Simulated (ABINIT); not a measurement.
ZnSe (Stilleite): single point with PBEsol

**Experimental background.**

From “Alloy Disordering Effects on the Thermal Conductivity and Energy Gap Temperature Dependence of Cd1−xZnxSe Ternary Crystals Grown by the Bridgman Method”, 2023, pmc:10253836, for a bulk crystal of ZnSe at 300 K: band gap 2.695 ± 0.003 eV (an exciton energy, a little under the gap).

ZnSe (Stilleite):

```
CELL_PARAMETERS angstrom
0.00000 2.83380 2.83380
2.83380 0.00000 2.83380
2.83380 2.83380 0.00000
ATOMIC_POSITIONS crystal
Se 0.75000 0.75000 0.75000
Zn 0.00000 0.00000 0.00000
```

* Program: ABINIT 10.8.3 (patched build)
* Task: single point
* Functional: PBEsol
* Potentials or basis: PseudoDojo NC SR PBEsol v0.4 stringent
* Cutoff: 1306 eV
* k mesh: 6 × 6 × 6
* Occupations: fermi-dirac, width 0.05 eV
* Spin: no spin polarisation

```
Pressure                                              : -2.3 GPa
Band gap on the k mesh                                : 1.17 eV, direct
Valence electrons inside the program's atomic spheres : Se 21.25; Zn 18.11
```

Levels at points of the mesh, in eV from the valence-band top:
```csv
k point,band 18,band 19,band 20,band 21,band 22,band 23,band 24,band 25,band 26,band 27
"(0.00, 0.00, 0.00)",-6.18,-6.18,0.00,0.00,0.00,1.17,5.75,5.75,5.75,9.75
"(0.50, 0.00, 0.00)",-6.17,-6.03,-5.27,-0.87,-0.87,2.45,6.32,6.32,8.40,10.81
"(0.50, 0.50, 0.00)",-6.14,-6.01,-4.78,-2.20,-2.20,2.85,3.38,10.60,11.18,11.18
```

It took 86 s on 1 thread of Arm Neoverse V2 (shared host), peak memory 0.11 GiB.

Measured gap of ZnSe: 2.695 eV (an exciton energy, a little under the gap; 300 K; “Alloy Disordering Effects on the Thermal Conductivity and Energy Gap Temperature Dependence of Cd1−xZnxSe Ternary Crystals Grown by the Bridgman Method”, 2023, pmc:10253836). This calculation gives 1.17 eV (-1.53 eV). So large a miss can be the level of theory's own, or it may mean another phase, state or a wrong row. Spin-orbit coupling on Se is left out. The value is that of PBEsol, without temperature or zero-point motion. Semilocal functionals fall short of measured gaps as a rule.
